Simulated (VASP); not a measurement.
## BN: relaxation of cell and atoms with r2SCAN

Crystal: BN.

```
B N
1.0
     1.25112    0.72234    3.37293
    -1.25112    0.72234    3.37293
     0.00000   -1.44467    3.37293
B N
1 1
Direct
  0.99967 0.99967 0.99967
  0.33276 0.33276 0.33276
```

The cell is a database's computed one.

| Quantity | Value |
| --- | --- |
| Program | VASP 6.6.1 |
| Task | relaxation of cell and atoms |
| Functional | r2SCAN |
| Potentials or basis | VASP PAW PBE potentials, release 64 (B, N) |
| Cutoff | 600 eV |
| k mesh | 12 × 12 × 12 |
| Occupations | gaussian, width 0.02 eV |
| Spin | no spin polarisation |
| Further INCAR settings | ALGO = Normal; EDIFF = 1e-07; IBRION = 2; EDIFFG = -0.004; NSW = 80; ISIF = 3 |

```
Relaxed volume                         : 9.25 Å³/atom
Relaxed cell                           : a = 3.706 Å, b = 3.706 Å, c = 3.706 Å, α = 39.46°, β = 39.46°, γ = 39.46°
Space group after relaxing (to 0.05 Å) : R3m (No. 160)
Energy gained by relaxing              : 0.1 meV/atom
Ionic steps                            : 12
Pressure after relaxing                : 0.0 GPa
Band gap on the k mesh                 : 4.86 eV, indirect (least direct gap 5.39 eV)
```

The path:
```tsv
step	energy change (eV)	largest force (eV/Å)	pressure (GPa)	volume (Å³)
1	0.0000	0.0080	0.10	18.29
2	0.0000	0.0022	0.06	18.30
3	0.0000	0.0222	-0.03	18.34
4	-0.0001	0.0220	-0.01	18.34
5	-0.0001	0.0214	0.07	18.36
6	-0.0001	0.0202	0.23	18.39
7	-0.0001	0.0179	0.54	18.45
8	-0.0001	0.0193	0.35	18.41
9	-0.0001	0.0167	0.30	18.43
10	-0.0002	0.0090	0.15	18.46
11	-0.0002	0.0065	-0.13	18.54
12	-0.0002	0.0003	-0.01	18.51
```

Final structure:
```cif
data_structure
_symmetry_space_group_name_H-M 'P 1'
_symmetry_Int_Tables_number 1
_cell_length_a 3.7058
_cell_length_b 3.7058
_cell_length_c 3.7058
_cell_angle_alpha 39.465
_cell_angle_beta 39.465
_cell_angle_gamma 39.465
_cell_volume 18.51
loop_
_atom_site_label
_atom_site_type_symbol
_atom_site_fract_x
_atom_site_fract_y
_atom_site_fract_z
_atom_site_occupancy
B1 B 0.99963 0.99963 0.99963 1
N1 N 0.33281 0.33281 0.33281 1
```

Levels at points of the mesh, in eV from the valence-band top:
| k point | band 2 | band 3 | band 4 | band 5 | band 6 | band 7 |
| --- | --- | --- | --- | --- | --- | --- |
| (0.00, 0.00, 0.00) | -4.35 | -1.32 | -1.32 | 5.46 | 12.43 | 12.43 |
| (0.50, 0.00, 0.00) | -9.28 | -4.22 | -0.61 | 5.93 | 10.60 | 13.70 |
| (0.50, 0.50, 0.00) | -9.17 | -4.27 | -1.17 | 4.86 | 10.63 | 14.99 |
| (0.50, 0.50, 0.50) | -6.25 | -1.33 | -1.33 | 10.70 | 12.36 | 12.36 |

Run time: 21 min on 1 thread of Intel(R) Xeon(R) Platinum 8488C (Sapphire Rapids), with other jobs on the host, peak memory 0.19 GiB.

Caveat: the PAW data sets were made with another functional, which shifts forces and pressure a little. r2SCAN opens gaps a little over a GGA but as a rule still falls short of measured ones.
